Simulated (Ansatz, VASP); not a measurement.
**Two plane-wave programs on Li2H**

```xyz
6
Lattice="2.7551 0.0000 0.0000 -1.3775 2.3860 0.0000 0.0000 0.0000 9.3432" Properties=species:S:1:pos:R:3 pbc="T T T"
Li    0.0000    1.5907    3.6504
Li    1.3775    0.7953    8.3220
Li    0.0000    1.5907    1.0212
Li    1.3775    0.7953    5.6928
H     0.0000    0.0000    2.3358
H     0.0000    0.0000    7.0074
```

Change from the starting cell: species swapped into the LaBr2 type (P6_3/mmc, No. 194).

Alike in both runs: task single point; functional PBE; k mesh 9 × 9 × 2; occupations gaussian, width 0.1 eV; no spin polarisation.

```csv
,VASP,Ansatz
version,VASP 6.6.1,Ansatz 0.2.0
potentials or method,"VASP PAW PBE potentials, release 64 (Li_sv, H)","scalar-relativistic, plane waves, PAW"
plane-wave cutoff (eV),520,420
valence electrons in the cell,14,14
```

```tsv
	VASP	Ansatz	Ansatz less VASP
gap on the k mesh at the Fermi level (eV)	none	none	-
rms of the force components (eV/Å)	0.594	0.591	-0.0029
```

Atom by atom the forces differ by 0.003 eV/Å (rms over components). A gap of «none» marks a metal or a gap that the smearing closes. The functional is the same, so the differences come from potentials, cutoffs and numerics.

Caveats: forces of over 1 eV/Å show positions far from the minimum, so gaps and moduli don't describe the material at rest.
